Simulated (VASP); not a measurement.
## CuCl: single point with PBEsol

**What was measured.**

From a printed reference work, data compilation, for a bulk crystal of CuCl at 4.2 K: band gap 3.399 eV (direct).

CuCl:

```xyz
2
Lattice="0.0000 2.6935 2.6935 2.6935 0.0000 2.6935 2.6935 2.6935 0.0000" Properties=species:S:1:pos:R:3 pbc="T T T"
Cu    0.0000    0.0000    0.0000
Cl    4.0402    4.0402    4.0402
```

| Quantity | Value |
| --- | --- |
| Program | VASP 6.6.1 |
| Task | single point |
| Functional | PBEsol |
| Potentials or basis | VASP PAW PBE potentials, release 64 (Cu, Cl) |
| Cutoff | 600 eV |
| k mesh | 12 × 12 × 12 |
| Occupations | gaussian, width 0.05 eV |
| Spin | no spin polarisation |

```yaml
Pressure: -2.7 GPa
Band_gap_on_the_k_mesh: 0.45 eV, direct
```

Levels at points of the mesh, in eV from the valence-band top:
| k point | band 7 | band 8 | band 9 | band 10 | band 11 | band 12 |
| --- | --- | --- | --- | --- | --- | --- |
| (0.00, 0.00, 0.00) | 0.00 | 0.00 | 0.00 | 0.45 | 6.69 | 6.69 |
| (0.50, 0.00, 0.00) | -1.43 | -0.59 | -0.59 | 2.83 | 6.74 | 7.12 |
| (0.50, 0.50, 0.00) | -1.36 | -1.16 | -1.16 | 3.31 | 4.45 | 8.71 |

It took 22 s on 1 thread of Intel(R) Xeon(R) 6975P-C (Granite Rapids), with other jobs on the host, peak memory 0.2 GiB.

A measured gap of CuCl is 3.399 eV (direct; 4.2 K; a printed reference work, data compilation); the calculated 0.45 eV misses it by -2.95 eV. So large a miss can be the level of theory's own, or it may mean another phase, state or a wrong row. The value is that of PBEsol on a finite k mesh, which can miss the band edges, without temperature or zero-point motion. Semilocal functionals fall short of measured gaps as a rule.

Caveat: the PAW data sets were made with another functional, which shifts forces and pressure a little.
